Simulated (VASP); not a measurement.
# AlN under changes of volume

One of the cells (10.145 Å³/atom); the others are scaled copies at fixed shape and fractional positions:

```
Al N
1.0
     3.33405    0.00000    0.00000
    -1.66703    2.88737    0.00000
     0.00000    0.00000    4.21530
Al N
2 2
Direct
  0.66667 0.33333 0.25000
  0.33333 0.66667 0.75000
  0.66667 0.33333 0.75000
  0.33333 0.66667 0.25000
```

Measurements of this composition are mostly on another form, of space group No. 186.

- Program: VASP 6.6.1
- Functional: PBE
- Potentials or basis: VASP PAW PBE potentials, release 64 (Al, N)
- Cutoff: 520 eV
- k mesh: 9 × 9 × 7
- Occupations: fermi-dirac, width 0.05 eV
- Spin: no spin polarisation

| volume (Å³/atom) | energy over the lowest point (meV/atom) | pressure (GPa) | gap on the mesh (eV) |
| --- | --- | --- | --- |
| 9.349 | 23.62 | 14.5 | 3.73 |
| 9.548 | ? | ? | ? |
| 9.747 | 0.38 | 4.4 | 3.42 |
| 10.145 | 0.00 | -4.0 | 3.12 |
| 10.344 | 7.06 | -7.5 | 2.97 |
| 10.543 | 18.35 | -10.8 | 2.83 |

Question: What does the run at 9.548 Å³/atom give?

Answer: Energy over the lowest point 8.85 meV/atom; pressure 9.2 GPa; gap on the mesh 3.58 eV.

Worked out: A Birch-Murnaghan fit of order 3 (a polynomial in V^(-2/3)) to the other rows has its minimum at 9.95 Å³/atom with B0 = V·E''(V) = 207 GPa and B' = 4.0 at fixed shape and positions, which overstates the stiffness. It gives 8.85 meV/atom at 9.548 Å³/atom, against the run's 8.85, and -dE/dV = 9.3 GPa, against 9.2. A straight line through the other rows of the gap, of slope -7.5 eV per unit of ln V (its deformation potential), gives 3.57 eV, against the run's 3.58.

Energies are extrapolated to zero smearing.

Caveats: an odd mesh through Γ misses points on the zone boundary, where band edges often lie (some runs).
